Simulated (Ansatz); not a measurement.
# TePb (Fm-3m) in Ansatz: notebook

The runs below take TePb through single point, equation of state, with BLYP+D3(BJ).

All numbers are computed with Ansatz 0.2.0; they aren't measurements. Logs are shortened: lines on timing, memory, paths and dates and some standing lists are left out, and cuts for length are marked.

### 1 Starting point

The structure is cubic, space group Fm-3m (No. 225). The conventional cell has a = 6.462 Å, b = 6.462 Å, c = 6.462 Å, α = 90.00°, β = 90.00°, γ = 90.00°. Pb (site symmetry m-3m) has 6 Te at 3.23 Å as nearest neighbours. Around Te (site symmetry m-3m) lie 6 Pb at 3.23 Å.

### 2 Single point, BLYP+D3(BJ), 31.71 Å³/atom (volume scaled by 0.94)

input.yaml reads:

```yaml
crystal:
  lattice:
    - [0.0, 3.1650427173, 3.1650427173]
    - [3.1650427173, 0.0, 3.1650427173]
    - [3.1650427173, 3.1650427173, 0.0]
  atoms:
    - { symbol: Pb, position: [0.0, 0.0, 0.0] }
    - { symbol: Te, position: [0.5, 0.5, 0.5] }
hamiltonian:
  xc: blyp
  pseudopotentials: { kind: paw }
  dispersion: d3bj
kpoints:
  mp_grid: { grid: [7, 7, 7] }
scf:
  occupations: { method: fermi_dirac, width: 0.05 }
output:
  forces: true
  stress: true
  eigenvalues: true
```

Potentials or basis: Ansatz PAW.

Command:

```console
$ ansatz run input.yaml --threads 2 --pin off --max-ram 5120MiB --backend cpu --events-out ev --progress --plain --runs-dir out
```

What it wrote:

```text
Warning: RAYON_NUM_THREADS=2 ignored (pool sized by the plan → 2); use --threads N
Engine: ansatz 0.2.0, aarch64-unknown-linux-gnu
Pseudopotentials: kind: paw
Pseudopotential: Pb, paw, valence charge 14, recommended cutoff 420 eV (normal), Pb.paw.azcp
Pseudopotential: Te, paw, valence charge 16, recommended cutoff 420 eV (normal), Te.paw.azcp
Functional definition: BLYP
  parameter beta = 0.0042
  parameter a = 0.04918
  parameter b = 0.132
  parameter c = 0.2533
  parameter d = 0.349
  exchange = b88_x(beta = beta)
  correlation = lyp_c(a = a, b = b, c = c, d = d)
Crystal: 2 atoms, lattice volume = 63.412 Å³
Basis set: ecut = 420 eV, 1243 PW (Γ), exchange–correlation on 60×60×60 points (8 copies of the dense FFT grid, shifted against one another)
Bands: 19, of which v1, the nominal top of the filled ones, is band 15 counted from 1 (14 counted from 0)
Symmetry: 48 space group operations
Space group: Fm-3m (ITA 225), of the structure as read, at distance tolerance 4.0e-5 Å
k-points: 20 of 343
Non-local potential: Pb, projectors of the file, l = 0: 2, l = 1: 2, l = 2: 2, l = 3: 2
Non-local potential: Te, projectors of the file, l = 0: 2, l = 1: 2, l = 2: 2, l = 3: 2
PAW form: soft (Blöchl's): semilocal exchange-correlation on the pseudo side does not see the compensation charge
PAW frozen core: Pb, regenerated for the run's functional, and the local potential with it (the file was generated under x = pbe(κ = 0.804, μ = 0.2195149727645171), c = pbe(β = 0.06672455060314922))
PAW frozen core: Te, regenerated for the run's functional, and the local potential with it (the file was generated under x = pbe(κ = 0.804, μ = 0.2195149727645171), c = pbe(β = 0.06672455060314922))
PAW one-centre angular grid: Pb, 590 points (default); XC on 64 Gauss nodes
PAW one-centre angular grid: Te, 590 points (default); XC on 64 Gauss nodes
Initial density: superposition of atomic densities (neutral atoms: chi_scale 0, normalization atom), corrected by the library's trained network
Initial wavefunctions: pseudopotential atomic-orbital guess
Functional: x = b88, c = lyp
SCF iter   1: F=—  HF=-18934.533512 eV  |F-HF|=—  |Δ(HF+E_count)|=         —  Δρ=5.81e-3  dr2=2.62e-2  ethr=1.77e-3  ⟨swp⟩=6.3  Hψ=1979  notcnv=0
preconditioner: auto → none  [insulator: Δε(μ)=1.036 eV  Ē_g=15.001 eV  σ=0.050 eV  W_gap=1.00  n_scr=14 (ndim 8)  ℏωp=20.9 eV  f_vac=0.009  D(μ)=0.00/eV (n_scr^D=0)  ε∞_Penn≈2.9]
SCF iter   2: F=—  HF=-18934.525058 eV  |F-HF|=—  |Δ(HF+E_count)|=   8.45e-3  Δρ=2.49e-3  dr2=3.94e-3  ethr=8.75e-5  ⟨swp⟩=2.1  Hψ=686  notcnv=0
SCF iter   3: F=—  HF=-18934.523990 eV  |F-HF|=—  |Δ(HF+E_count)|=   1.07e-3  Δρ=3.18e-4  dr2=7.43e-5  ethr=1.31e-5  ⟨swp⟩=2.5  Hψ=627  notcnv=0
SCF iter   4: F=—  HF=-18934.523954 eV  |F-HF|=—  |Δ(HF+E_count)|=   3.53e-5  Δρ=8.92e-5  dr2=2.74e-6  ethr=2.48e-7  ⟨swp⟩=2.2  Hψ=637  notcnv=0
SCF iter   5: F=—  HF=-18934.523959 eV  |F-HF|=—  |Δ(HF+E_count)|=   4.27e-6  Δρ=2.59e-5  dr2=1.54e-7  ethr=9.15e-9  ⟨swp⟩=2.5  Hψ=676  notcnv=0
SCF iter   6: F=-18934.523959 eV  HF=-18934.523959 eV  |F-HF|=2.45e-9  |Δ(HF+E_count)|=   5.41e-7  Δρ=2.10e-6  dr2=2.88e-9  ethr=3.33e-10  ⟨swp⟩=7.0  Hψ=1839  notcnv=0
SCF 1 converged in 6 iterations: F = -18934.523959 eV  dr2 = 2.88e-9
SCF converged after 6 iterations
Free energy (F): -18934.523959 eV
Harris-Foulkes:  -18934.523959 eV  (|F-HF|=2.45e-9)
Internal energy: -18934.523957 eV  (E = F + TS)
E sigma→0 (E₀):  -18934.523958 eV
Entropy (-TS):   -0.000002 eV (-0.001 meV/atom)
Fermi energy:    10.544236 eV
--- Per-component energies (eV) ---
  E_band       = -278.801708
  E_kinetic    = 472.701876
  E_local      = -2292.732359  (includes V_loc(G=0)·N_el)
  E_nonlocal   = 35.472283
  E_hartree    = 1222.909370
  E_xc         = -342.703947
  E_vxc        = -233.393962  (∫ρ·V_xc dr)
  E_paw        = -15115.606435  (= ΣΔE_a)
  E_vpaw       = -706.670990  (= ΣTr[D̂ρ^β])
  E_aug_tail   = -0.000154  (compensation charges beyond the density's cutoff)
  E_ewald      = -2912.372010
  E_disp       = -2.050609  (pairwise vdW)
  E_core_change = -0.141972  (= ΣΔE_core)
  E_smearing   = -0.000002  (= −TS)
  E_closure    = 0.000000  (closes the sum)
  Σ components = -18934.523959   (vs F -18934.523959, Δ=0.00e0)
--- Forces (eV/Å), atoms counted from 1 ---
  atom   1  Pb    -0.00000000     0.00000000     0.00000000
  atom   2  Te     0.00000000    -0.00000000     0.00000000
  max |Σ_I F_I| component: 2.09e-29 eV/Å
--- Stress (GPa, compression-positive) ---
        3.765846       0.000000      -0.000000
       -0.000000       3.765846      -0.000000
       -0.000000      -0.000000       3.765846
  P = ⅓ Tr σ = 3.7658 GPa (37.658 kbar)
--- Band table (eV; the first three rows and the last of 20) ---
  k-point 0: bands = ["-26.1308", "-26.1308", "-26.1222", "-26.1222", "-26.1222", "-6.7426", "-6.7426", "-6.7274", "-6.7274", "-6.7274", "-2.4391", "4.5300", "8.5453", "8.5453", "8.5453", "14.2108", "14.2108", "14.2108", "16.0590"]
  k-point 1: bands = ["-26.1307", "-26.1307", "-26.1222", "-26.1221", "-26.1221", "-6.7461", "-6.7461", "-6.7269", "-6.7239", "-6.7239", "-2.2513", "3.8754", "8.6070", "8.6070", "8.9358", "13.2974", "13.4466", "13.4466", "15.9241"]
  k-point 2: bands = ["-26.1306", "-26.1306", "-26.1220", "-26.1218", "-26.1218", "-6.7552", "-6.7552", "-6.7260", "-6.7150", "-6.7150", "-1.7169", "2.5538", "8.7939", "8.7939", "9.5521", "11.9843", "12.2315", "12.2315", "16.5369"]
  k-point 19: bands = ["-26.1309", "-26.1303", "-26.1219", "-26.1216", "-26.1211", "-6.8025", "-6.7472", "-6.7223", "-6.7133", "-6.6969", "-0.4239", "1.7435", "5.8760", "6.5457", "9.3321", "12.0361", "14.9674", "15.8209", "16.4405"]
```

Run time: 0.95 s. Hardware: 2 threads of Arm Neoverse V1, shared host; peak memory 0.34 GiB.

Results:

* Free energy: -18934.5240 eV
* Pressure: 3.8 GPa

Caveat: this odd mesh misses L, where the gap lies, so gap, dielectric constants and Born charges aren't listed; the PAW data sets come from PBE, with cores solved anew for the run's functional, which leaves a small shift of forces and pressure.

### 3 Single point, BLYP+D3(BJ), 32.38 Å³/atom (volume scaled by 0.96)

Edit input.yaml of step 2 so:

```diff
@@ -2,5 +2,5 @@
   lattice:
-    - [0.0, 3.1650427173, 3.1650427173]
-    - [3.1650427173, 0.0, 3.1650427173]
-    - [3.1650427173, 3.1650427173, 0.0]
+    - [0.0, 3.1873324849, 3.1873324849]
+    - [3.1873324849, 0.0, 3.1873324849]
+    - [3.1873324849, 3.1873324849, 0.0]
   atoms:
```

Potentials or basis: Ansatz PAW.

Command:

```console
$ ansatz run input.yaml --threads 2 --pin off --max-ram 5120MiB --backend cpu --events-out ev --progress --plain --runs-dir out
```

Wall time 0.96 s (2 threads of Arm Neoverse V1, shared host); peak memory 0.35 GiB.

The run converged. Its results:

```yaml
Free_energy: -18934.5505 eV
Pressure: 2.6 GPa
```

Caveat: this odd mesh misses L, where the gap lies, so gap, dielectric constants and Born charges aren't listed; the PAW data sets come from PBE, with cores solved anew for the run's functional, which leaves a small shift of forces and pressure.

### 4 Single point, BLYP+D3(BJ), 33.05 Å³/atom (volume scaled by 0.98)

Edit input.yaml of step 3 so:

```diff
@@ -2,5 +2,5 @@
   lattice:
-    - [0.0, 3.1873324849, 3.1873324849]
-    - [3.1873324849, 0.0, 3.1873324849]
-    - [3.1873324849, 3.1873324849, 0.0]
+    - [0.0, 3.2093147829, 3.2093147829]
+    - [3.2093147829, 0.0, 3.2093147829]
+    - [3.2093147829, 3.2093147829, 0.0]
   atoms:
@@ -20 +20,5 @@
   eigenvalues: true
+  write_density: true
+  write_potential: true
+  elf: true
+  volumetric_format: npy
```

Command:

```console
$ ansatz run input.yaml --threads 2 --pin off --max-ram 5120MiB --backend cpu --events-out ev --progress --plain --runs-dir out
```

Run time: 1.3 s. Hardware: 2 threads of Arm Neoverse V1, shared host; peak memory 0.36 GiB.

Results (log left out):

| Item | Value |
| --- | --- |
| Free energy | -18934.5675 eV |
| Pressure | 1.5 GPa |

Caveat: this odd mesh misses L, where the gap lies, so gap, dielectric constants and Born charges aren't listed; the PAW data sets come from PBE, with cores solved anew for the run's functional, which leaves a small shift of forces and pressure.

### 5 Single point, BLYP+D3(BJ), 33.73 Å³/atom

Edit input.yaml of step 4 so:

```diff
@@ -2,5 +2,5 @@
   lattice:
-    - [0.0, 3.2093147829, 3.2093147829]
-    - [3.2093147829, 0.0, 3.2093147829]
-    - [3.2093147829, 3.2093147829, 0.0]
+    - [0.0, 3.231, 3.231]
+    - [3.231, 0.0, 3.231]
+    - [3.231, 3.231, 0.0]
   atoms:
```

Command:

```console
$ ansatz run input.yaml --threads 2 --pin off --max-ram 5120MiB --backend cpu --events-out ev --progress --plain --runs-dir out
```

Wall time 1.3 s (2 threads of Arm Neoverse V1, shared host); peak memory 0.36 GiB.

The run converged. Its results:

```
Free energy : -18934.5760 eV
Pressure    : 0.5 GPa
```

Caveat: this odd mesh misses L, where the gap lies, so gap, dielectric constants and Born charges aren't listed; the PAW data sets come from PBE, with cores solved anew for the run's functional, which leaves a small shift of forces and pressure.

### 6 Single point, BLYP+D3(BJ), 34.40 Å³/atom (volume scaled by 1.02)

Edit input.yaml of step 5 so:

```diff
@@ -2,5 +2,5 @@
   lattice:
-    - [0.0, 3.231, 3.231]
-    - [3.231, 0.0, 3.231]
-    - [3.231, 3.231, 0.0]
+    - [0.0, 3.2523979746, 3.2523979746]
+    - [3.2523979746, 0.0, 3.2523979746]
+    - [3.2523979746, 3.2523979746, 0.0]
   atoms:
@@ -20,5 +20 @@
   eigenvalues: true
-  write_density: true
-  write_potential: true
-  elf: true
-  volumetric_format: npy
```

Potentials or basis: Ansatz PAW.

Command:

```console
$ ansatz run input.yaml --threads 2 --pin off --max-ram 5120MiB --backend cpu --events-out ev --progress --plain --runs-dir out
```

Wall time 1 s (2 threads of Arm Neoverse V1, shared host); peak memory 0.35 GiB.

The run converged. Its results:

| Property | Result |
| --- | --- |
| Free energy | -18934.5770 eV |
| Pressure | -0.3 GPa |

Caveat: this odd mesh misses L, where the gap lies, so gap, dielectric constants and Born charges aren't listed; the PAW data sets come from PBE, with cores solved anew for the run's functional, which leaves a small shift of forces and pressure.

### 7 Single point, BLYP+D3(BJ), 35.08 Å³/atom (volume scaled by 1.04)

Edit input.yaml of step 6 so:

```diff
@@ -2,5 +2,5 @@
   lattice:
-    - [0.0, 3.2523979746, 3.2523979746]
-    - [3.2523979746, 0.0, 3.2523979746]
-    - [3.2523979746, 3.2523979746, 0.0]
+    - [0.0, 3.2735180337, 3.2735180337]
+    - [3.2735180337, 0.0, 3.2735180337]
+    - [3.2735180337, 3.2735180337, 0.0]
   atoms:
```

Command:

```console
$ ansatz run input.yaml --threads 2 --pin off --max-ram 5120MiB --backend cpu --events-out ev --progress --plain --runs-dir out
```

It took 1.1 s on 2 threads of Arm Neoverse V1, shared host; peak memory 0.35 GiB.

The run converged. Its results:

```yaml
Free_energy: -18934.5720 eV
Pressure: -0.9 GPa
```

Caveat: this odd mesh misses L, where the gap lies, so gap, dielectric constants and Born charges aren't listed; the PAW data sets come from PBE, with cores solved anew for the run's functional, which leaves a small shift of forces and pressure.

### 8 Single point, BLYP+D3(BJ), 35.75 Å³/atom (volume scaled by 1.06)

Edit input.yaml of step 7 so:

```diff
@@ -2,5 +2,5 @@
   lattice:
-    - [0.0, 3.2735180337, 3.2735180337]
-    - [3.2735180337, 0.0, 3.2735180337]
-    - [3.2735180337, 3.2735180337, 0.0]
+    - [0.0, 3.2943690292, 3.2943690292]
+    - [3.2943690292, 0.0, 3.2943690292]
+    - [3.2943690292, 3.2943690292, 0.0]
   atoms:
@@ -20 +20,5 @@
   eigenvalues: true
+  write_density: true
+  write_potential: true
+  elf: true
+  volumetric_format: npy
```

Command:

```console
$ ansatz run input.yaml --threads 2 --pin off --max-ram 5120MiB --backend cpu --events-out ev --progress --plain --runs-dir out
```

Run time: 1.4 s. Hardware: 2 threads of Arm Neoverse V1, shared host; peak memory 0.36 GiB.

The run converged. Its results:

| Quantity | Value |
| --- | --- |
| Free energy | -18934.5638 eV |
| Pressure | -1.0 GPa |

Caveat: this odd mesh misses L, where the gap lies, so gap, dielectric constants and Born charges aren't listed; the PAW data sets come from PBE, with cores solved anew for the run's functional, which leaves a small shift of forces and pressure.

### 9 Equation of state, BLYP+D3(BJ)

Potentials or basis: Ansatz PAW.

This step only gathers the single runs of the series.

What came out:

```yaml
Equilibrium_volume: "34.19 Å³/atom (rough: see the caveat)"
Bulk_modulus: 36 GPa (rough)
```

Energy against volume, from the lowest point:
| volume (Å³/atom) | energy (meV/atom) |
| --- | --- |
| 31.706 | 26.54 |
| 32.380 | 13.26 |
| 33.055 | 4.75 |
| 33.730 | 0.51 |
| 34.404 | 0.00 |
| 35.079 | 2.50 |
| 35.753 | 6.60 |

Caveat: the potentials were made for another functional, which shifts forces and pressure; the fit is doubtful: noisy points or a state that changes with volume; this odd mesh misses L, where the gap lies, so gap, dielectric constants and Born charges aren't listed.
